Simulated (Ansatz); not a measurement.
**Ni₂Si: how the free axis answers a strain**

Ni₂Si, P6_3/mmc, a = 3.912 Å, c = 4.991 Å. The structure is a COD entry; whether it is the stable form wasn't checked. Ansatz: PBE, PAW, 420 eV, Γ-centred 12×12×8 mesh on 6 atoms, Gaussian smearing 0.10 eV; no spin polarisation. Series: uniaxial strain along c, with a, b and atoms relaxed; x is the strain in per cent. y is the change of a in per cent of 3.912 Å.

| x (%) | y (%) |
| --- | --- |
| -6.0 | ? |
| -4.0 | 0.85 |
| -2.0 | 0.42 |
| 0.0 | 0.00 |
| 2.0 | -0.41 |
| 4.0 | -0.82 |
| 6.0 | -1.21 |

Question: Fit y = c1 x + c2 x² to the other rows, say what c1 measures, and predict the missing y.

Answer: Least squares on the rows shown. y = −0.2083 x + 0.001058 x². So −c1 = 0.208 is Poisson's ratio for this pair of axes. At x = -6.0 the fit asked for gives 1.29 %. The run gave 1.29 %, the same to the digits shown.